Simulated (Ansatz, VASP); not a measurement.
**I: VASP beside Ansatz**

```
I
1.0
     4.33904    0.00000    0.00000
    -2.16952    3.75772    0.00000
     0.00000    0.00000    4.94712
I
2
Direct
  0.33333 0.66667 0.25000
  0.66667 0.33333 0.75000
```

Change from the starting cell: volume scaled by 1.04.

Alike in both runs: task single point; functional PBE; k mesh 15 × 15 × 8; occupations fermi-dirac, width 0.05 eV; no spin polarisation.

```csv
,VASP,Ansatz
version,VASP 6.6.1,Ansatz 0.2.0
potentials or method,"VASP PAW PBE potentials, release 64 (I), cutoff 520 eV","all-electron LAPW, scalar-relativistic"
```

Ansatz gave:

| Property | Result |
| --- | --- |
| pressure (GPa) | -0.8 |
| largest component of the traceless stress (GPa) | 0.37 |

Problem. Which values does VASP return?

Solution. Pressure (GPa): -0.8; largest component of the traceless stress (GPa): 0.38.

Ansatz ran all-electron here, so the differences hold the error of VASP's frozen core and of both bases.

The runs have no spin-orbit coupling, so splittings on I are missing.
